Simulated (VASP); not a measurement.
# Cu2O (Cuprite) (Pn-3m) in VASP: notebook

One crystal, Cu2O (Cuprite), is run at these levels: PBE, LDA, TB-mBJ; tasks: band structure.

Everything below comes from runs of VASP 6.6.1. Logs are shortened: lines on timing, memory, paths and dates and some standing lists are left out, and cuts for length are marked.

**What was measured.**

“Importance of surface oxygen vacancies for ultrafast hot carrier relaxation and transport in Cu2O”, 2021, arxiv:2103.03167 quotes, for a bulk crystal of Cu2O: band gap 2.17 eV (direct).

How close the calculation comes is told below.

## Step 1: Starting point

The structure is cubic, space group Pn-3m (No. 224). The conventional cell has a = 4.231 Å, b = 4.231 Å, c = 4.231 Å, α = 90.00°, β = 90.00°, γ = 90.00°. Cu (site symmetry -3m) has 2 O at 1.83 Å as nearest neighbours. O (site symmetry -43m) has 4 Cu at 1.83 Å as nearest neighbours.

## Step 2: Band structure, PBE

INCAR reads:

```
  ALGO = Fast
  EDIFF = 1E-6
  ENCUT = 520
  GGA = PE
  ISIF = 2
  ISMEAR = 0
  KPAR = 2
  LASPH = T
  LCHARG = F
  LMAXMIX = 4
  LREAL = F
  LWAVE = F
  NBANDS = 37
  NELM = 80
  PREC = Accurate
  SIGMA = 0.03
```

KPOINTS reads:

```
k-points
0
Gamma
  6 6 6
```

POSCAR reads:

```
Cu2O                                    
1.0
    4.2311326673      0.0000000000      0.0000000000
    0.0000000000      4.2311326673      0.0000000000
    0.0000000000      0.0000000000      4.2311326673
  Cu              O             
     4     2
Direct
     0.2500000000000000    0.2500000000000000    0.2500000000000000
     0.2500000000000000    0.7500000000000000    0.7500000000000000
     0.7500000000000000    0.7500000000000000    0.2500000000000000
     0.7500000000000000    0.2500000000000000    0.7500000000000000
     0.0000000000000000    0.0000000000000000    0.0000000000000000
     0.5000000000000000    0.5000000000000000    0.5000000000000000
```

KPOINTS_OPT reads:

```
explicit points
128
Reciprocal
 0.0000000000  0.0000000000  0.0000000000 1
 0.0000000000  0.0555555556  0.0000000000 1
 0.0000000000  0.1111111111  0.0000000000 1
 0.0000000000  0.1666666667  0.0000000000 1
 0.0000000000  0.2222222222  0.0000000000 1
 0.0000000000  0.2777777778  0.0000000000 1
[... 120 lines left out ...]
 0.0167796500  0.4832203500  0.0000000000 1
-0.0167796500  0.5167796500  0.0000000000 1
```

Potentials or basis: VASP PAW PBE potentials, release 64 (Cu, O).

Run with:

```
cat potpaw_PBE.64/Cu/POTCAR potpaw_PBE.64/O/POTCAR > POTCAR
mpirun -np 2 vasp_std > vasp.out
```

OUTCAR:

```text
EDIFF = 1E-6
   ENCUT = 520
   GGA = PE
   ISIF = 2
   ISMEAR = 0
   LASPH = T
   LREAL = F
   NELM = 80
   PREC = Accurate

 ion  position               nearest neighbor table
   1  0.250  0.250  0.250-   5 1.83   6 1.83
   2  0.250  0.750  0.750-   5 1.83   6 1.83
   3  0.750  0.750  0.250-   5 1.83   6 1.83
   4  0.750  0.250  0.750-   5 1.83   6 1.83
   5  0.000  0.000  0.000-   1 1.83   2 1.83   3 1.83   4 1.83
   6  0.500  0.500  0.500-   1 1.83   2 1.83   3 1.83   4 1.83

  LATTYP: Found a simple cubic cell.
 ALAT       =     4.2311326673

  Lattice vectors:

 A1 = (   4.2311326673,   0.0000000000,   0.0000000000)
 A2 = (   0.0000000000,   4.2311326673,   0.0000000000)
 A3 = (   0.0000000000,   0.0000000000,   4.2311326673)

Analysis of symmetry for initial positions (statically):
=====================================================================
 Subroutine PRICEL returns:
 Original cell was already a primitive cell.

 Routine SETGRP: Setting up the symmetry group for a
 simple cubic supercell.

 Subroutine GETGRP returns: Found 48 space group operations
 (whereof 24 operations were pure point group operations)
 out of a pool of 48 trial point group operations.

The static configuration has the point symmetry T_d .
 The point group associated with its full space group is O_h .

Analysis of symmetry for dynamics (positions and initial velocities):
=====================================================================
 Subroutine PRICEL returns:
 Original cell was already a primitive cell.

 Routine SETGRP: Setting up the symmetry group for a
 simple cubic supercell.

 Subroutine GETGRP returns: Found 48 space group operations
 (whereof 24 operations were pure point group operations)
 out of a pool of 48 trial point group operations.

The dynamic configuration has the point symmetry T_d .
 The point group associated with its full space group is O_h .

 Subroutine INISYM returns: Found 48 space group operations
 (whereof 24 operations are pure point group operations),
 and found     1 'primitive' translations

----------------------------------------------------------------------------------------

                                     Primitive cell

  volume of cell :      75.7478

[... 91 lines left out ...]
   EDIFF  = 0.1E-05   stopping-criterion for ELM
   LREAL  =      F    real-space projection
   EDIFFG = 0.1E-04   stopping-criterion for IOM
   NSW    =      0    number of steps for IOM
   IBRION =     -1    ionic relax: 0-MD 1-quasi-New 2-CG
   NFREE  =      0    steps in history (QN), initial steepest desc. (CG)
   ISIF   =      2    stress and relaxation
   ISYM   =      2    0-nonsym 1-usesym 2-fastsym
   POTIM  = 0.5000    time-step for ionic-motion
   TEBEG  =    0.0;   TEEND  =   0.0 temperature during run
   PSTRESS=    0.0 pullay stress
   NELECT =      56.0000    total number of electrons
   NUPDOWN=      -1.0000    fix difference up-down
   EMIN   =  10.00;   EMAX   =-10.00  energy-range for DOS
   EFERMI =   0.00;   METHOD = LEGACY
   ISMEAR =     0;   SIGMA  =   0.03  broadening in eV -4-tet -1-fermi 0-gaus
   EFERMI_NEDOS =   21; number of points for ismear=-14 and -15
   IALGO  =     68    algorithm
   IMIX   =      4    mixing-type and parameters
     AMIX     =   0.40;   BMIX     =  1.00
     AMIX_MAG =   1.60;   BMIX_MAG =  1.00
  volume/ion in A,a.u.               =      12.62        85.20
  Fermi-wavevector in a.u.,A,eV,Ry     =   1.480292  2.797347 29.813981  2.191266
  Thomas-Fermi vector in A             =   2.594345
   LORBIT       =      0    0 simple, 1 ext, 2 COOP (PROOUT), +10 PAW based schemes
   GGA     = PE    functional components
   LHFCALC =     F    Hartree Fock is set to
   AEXX    =    0.0000 exact exchange contribution
   IVDW    =     0    specifies the selected vdW correction
   LEPSILON=     F    determine dielectric tensor
   LRPA    =     F    only Hartree local field effects (RPA)
 non-spin polarized calculation
 RMM-DIIS sequential band-by-band and
 Gauss-broadening in eV      SIGMA  =   0.03
  energy-cutoff  :      520.00
  volume of cell :       75.75
 maximum number of plane-waves:      2054
 NGX is ok and might be reduce to    32
   NGX = 15   NGY = 15   NGZ = 15

 number of electron      56.0000133 magnetization

 Free energy of the ion-electron system (eV)
  ---------------------------------------------------
  ext. energy  EPLUGINS =         0.00000000
  ---------------------------------------------------
  free energy    TOTEN  =       -27.19957114 eV

  energy without entropy =      -27.19957114  energy(sigma->0) =      -27.19957114

 E-fermi :   5.1614     XC(G=0): -11.1564

 val. band max:        5.0072469576   @ k =   0.0000   0.0000   0.0000
 cond. band min:       5.5930483170   @ k =   0.0000   0.0000   0.0000
 fundamental gap:      0.5858013595
 Fermi energy:         5.1614322137

 k-point     1 :       0.0000    0.0000    0.0000
  band No.  band energies     occupation
      1     -15.3248      2.00000
      2     -14.5473      2.00000
      3      -2.4191      2.00000
      4      -2.4191      2.00000
      5      -2.4191      2.00000
      6       0.0123      2.00000
[... 789 lines left out ...]
     36      12.9435      0.00000
     37      19.0601      0.00000

------------------------ aborting loop because EDIFF is reached ----------------------------------------

  FORCE on cell =-STRESS in cart. coord.  units (eV):
  Direction    XX          YY          ZZ          XY          YZ          ZX
  --------------------------------------------------------------------------------------
  -------------------------------------------------------------------------------------
  Total        3.2027452      3.2027452      3.2027452      0.0000000      0.0000000     -0.0000000
  in kB       67.7427834     67.7427834     67.7427834      0.0000000      0.0000000     -0.0000000
  external PRESSURE =      67.7427834 kB  Pullay stress =       0.0000000 kB

 VOLUME and BASIS-vectors are now :
 -----------------------------------------------------------------------------
  energy-cutoff  :      520.00
  volume of cell :       75.75
      direct lattice vectors                 reciprocal lattice vectors
     4.231132667  0.000000000  0.000000000     0.236343334  0.000000000  0.000000000
     0.000000000  4.231132667  0.000000000     0.000000000  0.236343334  0.000000000
     0.000000000  0.000000000  4.231132667     0.000000000  0.000000000  0.236343334

 POSITION                                       TOTAL-FORCE (eV/Angst)
 -----------------------------------------------------------------------------------
      1.05778      1.05778      1.05778         0.000000      0.000000      0.000000
      1.05778      3.17335      3.17335         0.000000     -0.000000      0.000000
      3.17335      3.17335      1.05778        -0.000000      0.000000     -0.000000
      3.17335      1.05778      3.17335         0.000000     -0.000000     -0.000000
      0.00000      0.00000      0.00000         0.000000     -0.000000     -0.000000
      2.11557      2.11557      2.11557         0.000000     -0.000000     -0.000000
 -----------------------------------------------------------------------------------
    total drift:                               -0.000000      0.000000      0.000000

  FREE ENERGIE OF THE ION-ELECTRON SYSTEM (eV)
  ---------------------------------------------------
  free  energy   TOTEN  =       -27.1995711379 eV

  energy  without entropy=      -27.1995711379  energy(sigma->0) =      -27.19957114
```

OSZICAR:

```text
N       E                     dE             d eps       ncg     rms          rms(c)
DAV:   1     0.545935403351E+03    0.54594E+03   -0.25250E+04  1480   0.240E+03
DAV:   2     0.600921243003E+02   -0.48584E+03   -0.46191E+03  1485   0.455E+02
DAV:   3    -0.278613427773E+02   -0.87953E+02   -0.83601E+02  1789   0.215E+02
DAV:   4    -0.333253316056E+02   -0.54640E+01   -0.53805E+01  2182   0.612E+01
DAV:   5    -0.333742071443E+02   -0.48876E-01   -0.48856E-01  1986   0.708E+00    0.186E+01
RMM:   6    -0.298538467132E+02    0.35204E+01   -0.46097E+01  1692   0.805E+01    0.121E+01
RMM:   7    -0.272187235622E+02    0.26351E+01   -0.15301E+01  1661   0.479E+01    0.341E+00
RMM:   8    -0.272346923677E+02   -0.15969E-01   -0.74546E-01  1797   0.413E+00    0.216E+00
RMM:   9    -0.272694504224E+02   -0.34758E-01   -0.56472E-01  1824   0.645E+00    0.186E+00
RMM:  10    -0.271965694976E+02    0.72881E-01   -0.19406E-01  1739   0.406E+00    0.149E-01
[... 65 further cycles ...]
DAV:  10     0.828988470336E+03   -0.23858E-06      975
       N       E                     dE             ncg
DAV:   1     0.221577926542E+05   -0.50868E+04      592
DAV:   2     0.184432480438E+05   -0.37145E+04      597
DAV:   3     0.177563166111E+05   -0.68693E+03      724
DAV:   4     0.177065793678E+05   -0.49737E+02      790
DAV:   5     0.177058914348E+05   -0.68793E+00      698
DAV:   6     0.177058779417E+05   -0.13493E-01      747
DAV:   7     0.177058773911E+05   -0.55053E-03      714
DAV:   8     0.177058773597E+05   -0.31456E-04      651
DAV:   9     0.177058773591E+05   -0.58631E-06      394
```

stdout:

```text
POSCAR found type information on POSCAR CuO
 POSCAR found :  2 types and       6 ions
 scaLAPACK will be used
 LDA part: xc-table for (Slater+PW92), standard interpolation
 POSCAR, INCAR and KPOINTS ok, starting setup
 FFT: planning ... GRIDC
 FFT: planning ... GRID_SOFT
 FFT: planning ... GRID
 WAVECAR not read
 entering main loop
 Start KPOINTS_OPT (optional k-point list driver)
k-point batch [1-20\128]
k-point batch [21-40\128]
k-point batch [41-60\128]
k-point batch [61-80\128]
k-point batch [81-100\128]
k-point batch [101-120\128]
k-point batch [121-128\128]
```

It took 39 s on 2 MPI ranks of Intel Xeon 6975P-C (Granite Rapids), shared host; peak memory 0.21 GiB.

Results:

```
Free energy             : -27.1996 eV
Pressure                : 6.8 GPa
Band gap on the k mesh  : 0.59 eV, direct
Band gap along the path : 0.59 eV, direct
```

Levels at the corners of the path, in eV from the valence-band top:
| point | band 25 | band 26 | band 27 | band 28 | band 29 | band 30 | band 31 | band 32 |
| --- | --- | --- | --- | --- | --- | --- | --- | --- |
| Γ | -1.62 | 0.00 | 0.00 | 0.00 | 0.59 | 1.18 | 1.18 | 8.08 |
| X | -1.23 | -1.23 | -0.41 | -0.41 | 2.32 | 2.32 | 4.23 | 4.23 |
| X | -1.23 | -1.23 | -0.41 | -0.41 | 2.32 | 2.32 | 4.23 | 4.23 |
| M | -1.25 | -1.25 | -0.68 | -0.68 | 1.93 | 1.93 | 3.90 | 3.90 |
| M | -1.25 | -1.25 | -0.68 | -0.68 | 1.93 | 1.93 | 3.90 | 3.90 |
| Γ | -1.62 | 0.00 | 0.00 | 0.00 | 0.59 | 1.18 | 1.18 | 8.08 |
| Γ | -1.62 | 0.00 | 0.00 | 0.00 | 0.59 | 1.18 | 1.18 | 8.08 |
| R | -1.01 | -0.59 | -0.59 | -0.59 | 2.43 | 2.43 | 2.43 | 4.97 |
| R | -1.01 | -0.59 | -0.59 | -0.59 | 2.43 | 2.43 | 2.43 | 4.97 |
| X | -1.23 | -1.23 | -0.41 | -0.41 | 2.32 | 2.32 | 4.23 | 4.23 |
| M | -1.25 | -1.25 | -0.68 | -0.68 | 1.93 | 1.93 | 3.90 | 3.90 |
| R | -1.01 | -0.59 | -0.59 | -0.59 | 2.43 | 2.43 | 2.43 | 4.97 |

## Step 3: Band structure, LDA

INCAR, as its differences from that of step 2:

```diff
@@ -3,3 +3,2 @@
   ENCUT = 520
-  GGA = PE
   ISIF = 2
```

KPOINTS is that of step 2.

POSCAR is that of step 2.

KPOINTS_OPT is that of step 2.

Potentials or basis: VASP PAW LDA potentials, release 64 (Cu, O).

Run with:

```
cat potpaw_LDA.64/Cu/POTCAR potpaw_LDA.64/O/POTCAR > POTCAR
mpirun -np 2 vasp_std > vasp.out
```

Wall time 41 s (2 MPI ranks of Intel Xeon 6975P-C (Granite Rapids), shared host); peak memory 0.19 GiB.

Results (log left out):

```
Free energy             : -32.5530 eV
Pressure                : -4.9 GPa
Band gap on the k mesh  : 0.60 eV, direct
Band gap along the path : 0.60 eV, direct
```

Levels at the corners of the path, in eV from the valence-band top:
```tsv
point	band 26	band 27	band 28	band 29	band 30	band 31
Γ	0.00	0.00	0.00	0.60	1.17	1.17
X	-1.22	-0.42	-0.42	2.33	2.33	4.23
X	-1.22	-0.42	-0.42	2.33	2.33	4.23
M	-1.24	-0.69	-0.69	1.93	1.93	3.90
M	-1.24	-0.69	-0.69	1.93	1.93	3.90
Γ	0.00	0.00	0.00	0.60	1.17	1.17
Γ	0.00	0.00	0.00	0.60	1.17	1.17
R	-0.59	-0.59	-0.59	2.43	2.43	2.43
R	-0.59	-0.59	-0.59	2.43	2.43	2.43
X	-1.22	-0.42	-0.42	2.33	2.33	4.23
M	-1.24	-0.69	-0.69	1.93	1.93	3.90
R	-0.59	-0.59	-0.59	2.43	2.43	2.43
```

## Step 4: Band structure, TB-mBJ

POSCAR is that of step 3.

INCAR.step1 reads:

```
  ALGO = Normal
  EDIFF = 1E-5
  ENCUT = 520
  GGA = PE
  ISIF = 2
  ISMEAR = 0
  KPAR = 2
  LASPH = T
  LCHARG = F
  LMAXMIX = 4
  LREAL = F
  LWAVE = T
  NBANDS = 37
  NELM = 80
  PREC = Accurate
  SIGMA = 0.03
```

INCAR.step2 reads:

```
  ALGO = Normal
  EDIFF = 1E-6
  ENCUT = 520
  ISIF = 2
  ISMEAR = 0
  ISTART = 1
  KPAR = 2
  LASPH = T
  LCHARG = F
  LMAXMIX = 4
  LREAL = F
  LWAVE = F
  METAGGA = MBJ
  NBANDS = 37
  NELM = 80
  PREC = Accurate
  SIGMA = 0.03
```

KPOINTS is that of step 3.

KPOINTS_OPT is that of step 3.

Potentials or basis: VASP PAW PBE potentials, release 64 (Cu, O).

Run with:

```
cat potpaw_PBE.64/Cu/POTCAR potpaw_PBE.64/O/POTCAR > POTCAR
cp INCAR.step1 INCAR
mpirun -np 2 vasp_std > vasp.out
cp INCAR.step2 INCAR
mpirun -np 2 vasp_std > vasp.out
```

Run time: 92 s. Hardware: 2 MPI ranks of Intel Xeon 6975P-C (Granite Rapids), shared host; peak memory 0.22 GiB.

The run converged. Its results:

| Property | Result |
| --- | --- |
| Band gap on the k mesh | 0.84 eV, direct |
| Band gap along the path | 0.84 eV, direct |

Levels at the corners of the path, in eV from the valence-band top:
```
point  band 24  band 25  band 26  band 27  band 28  band 29  band 30  band 31  band 32  band 33
    Γ    -1.71    -1.71     0.00     0.00     0.00     0.84     1.75     1.75     8.77     8.77
    X    -1.83    -1.51    -1.51    -0.32    -0.32     2.52     2.52     4.73     4.73     8.23
    X    -1.83    -1.51    -1.51    -0.32    -0.32     2.52     2.52     4.73     4.73     8.23
    M    -1.60    -1.52    -1.52    -0.61    -0.61     2.37     2.37     4.17     4.17     7.58
    M    -1.60    -1.52    -1.52    -0.61    -0.61     2.37     2.37     4.17     4.17     7.58
    Γ    -1.71    -1.71     0.00     0.00     0.00     0.84     1.75     1.75     8.77     8.77
    Γ    -1.71    -1.71     0.00     0.00     0.00     0.84     1.75     1.75     8.77     8.77
    R    -1.75    -0.81    -0.57    -0.57    -0.57     2.86     2.86     2.86     5.37     5.37
    R    -1.75    -0.81    -0.57    -0.57    -0.57     2.86     2.86     2.86     5.37     5.37
    X    -1.83    -1.51    -1.51    -0.32    -0.32     2.52     2.52     4.73     4.73     8.23
    M    -1.60    -1.52    -1.52    -0.61    -0.61     2.37     2.37     4.17     4.17     7.58
    R    -1.75    -0.81    -0.57    -0.57    -0.57     2.86     2.86     2.86     5.37     5.37
```

Caveat: the PAW data sets were made with another functional, which shifts forces and pressure a little.

## Step 5: The runs side by side

```csv
level,potentials or basis,gap on the mesh (eV),pressure (GPa)
PBE,"VASP PAW PBE potentials, release 64 (Cu, O)",0.59,6.8
LDA,"VASP PAW LDA potentials, release 64 (Cu, O)",0.60,-4.9
TB-mBJ,"VASP PAW PBE potentials, release 64 (Cu, O)",0.84,-
```

Alike in all rows: task band structure; no spin polarisation; cell as given; k mesh 6 × 6 × 6; cutoff (eV) 520; smearing gaussian 0.03 eV.

Caveats: the PAW data sets were made with another functional, which shifts forces and pressure a little (some runs).

Total energies depend on the potentials used, so only differences within one code and one set of settings carry meaning.

## Step 6: How close it comes

Step 2. A measured gap of Cu2O is 2.17 eV (direct; quoted in “Importance of surface oxygen vacancies for ultrafast hot carrier relaxation and transport in Cu2O”, 2021, arxiv:2103.03167); the calculated 0.59 eV misses it by -1.58 eV. So large a miss can be the level of theory's own, or it may mean another phase, state or a wrong row. The value is that of PBE, without temperature or zero-point motion. Semilocal functionals fall short of measured gaps as a rule.

Step 3. Against the measured gap of Cu2O, 2.17 eV (direct; quoted in “Importance of surface oxygen vacancies for ultrafast hot carrier relaxation and transport in Cu2O”, 2021, arxiv:2103.03167), the calculated 0.60 eV is off by -1.57 eV. So large a miss can be the level of theory's own, or it may mean another phase, state or a wrong row. The value is that of LDA, without temperature or zero-point motion. Semilocal functionals fall short of measured gaps as a rule.

Step 4. A measured gap of Cu2O is 2.17 eV (direct; quoted in “Importance of surface oxygen vacancies for ultrafast hot carrier relaxation and transport in Cu2O”, 2021, arxiv:2103.03167); the calculated 0.84 eV misses it by -1.33 eV. So large a miss can be the level of theory's own, or it may mean another phase, state or a wrong row. The value is that of TB-mBJ, without temperature or zero-point motion.
